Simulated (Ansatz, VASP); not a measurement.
**As in VASP and in Ansatz**

```
As
1.0
     1.91768    1.10718    3.58298
    -1.91768    1.10718    3.58298
     0.00000   -2.21435    3.58298
As
2
Direct
  0.22600 0.22600 0.22600
  0.77400 0.77400 0.77400
```

Change from the starting cell: volume scaled by 1.06.

Alike in both runs: task single point; functional PBE; k mesh 9 × 9 × 9; occupations fermi-dirac, width 0.05 eV; no spin polarisation.

|  | VASP | Ansatz |
| --- | --- | --- |
| version | VASP 6.6.1 | Ansatz 0.2.0 |
| potentials or method | VASP PAW PBE potentials, release 64 (As) | Ansatz PAW |
| plane-wave cutoff (eV) | 520 | 420 |
| valence electrons in the cell | 10 | 30 |

|  | VASP | Ansatz | Ansatz less VASP |
| --- | --- | --- | --- |
| gap on the k mesh at the Fermi level (eV) | none | none | - |
| pressure (GPa) | -0.4 | -0.6 | -0.23 |
| largest component of the traceless stress (GPa) | 0.52 | 0.60 | +0.077 |
| rms of the force components (eV/Å) | 0.056 | 0.029 | -0.0270 |

Atom by atom the forces differ by 0.027 eV/Å (rms over components). A gap of «none» marks a metal or a gap that the smearing closes. The two sets of potentials don't hold the same shells in valence.
